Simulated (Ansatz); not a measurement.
NaI built on the rocksalt prototype (r2SCAN geometry), in Ansatz:

```cif
data_structure
_symmetry_space_group_name_H-M 'Fm-3m'
_symmetry_Int_Tables_number 225
_cell_length_a 6.4594
_cell_length_b 6.4594
_cell_length_c 6.4594
_cell_angle_alpha 90.000
_cell_angle_beta 90.000
_cell_angle_gamma 90.000
_cell_volume 269.52
loop_
_atom_site_label
_atom_site_type_symbol
_atom_site_symmetry_multiplicity
_atom_site_Wyckoff_symbol
_atom_site_fract_x
_atom_site_fract_y
_atom_site_fract_z
_atom_site_occupancy
Na1 Na 4 a 0.00000 0.00000 0.00000 1
I1 I 4 b 0.50000 0.00000 0.00000 1
```

G0W0@PBE with 253 empty bands, a screening cutoff of 140 eV and a 4×4×4 mesh (PAW, contour deformation) gives 5.638 eV over the mesh points, from a PBE gap of 3.659 eV; it sums over 266 bands with 259 plane waves in the screening and a wave cutoff of 420 eV. No extrapolation in bands, cutoff or mesh was made for G0W0. No spin polarisation and no zero-point or thermal motion.

Problem. Estimate the gap with starting point LDA.

Solution. 5.459 eV (-0.179 eV), from a Kohn-Sham gap of 3.345 eV.

Problem. Another run gave a Kohn-Sham gap of 3.659 eV and a G0W0 gap of 5.512 eV, summing over 122 bands with 113 plane waves in the screening and a wave cutoff of 420 eV. What was changed?

Solution. Empty bands 109, screening cutoff 80 eV. The counts of bands and plane waves show it.

No spin-orbit coupling is included; it can move band edges with weight on the heavy atoms by tenths of an eV.
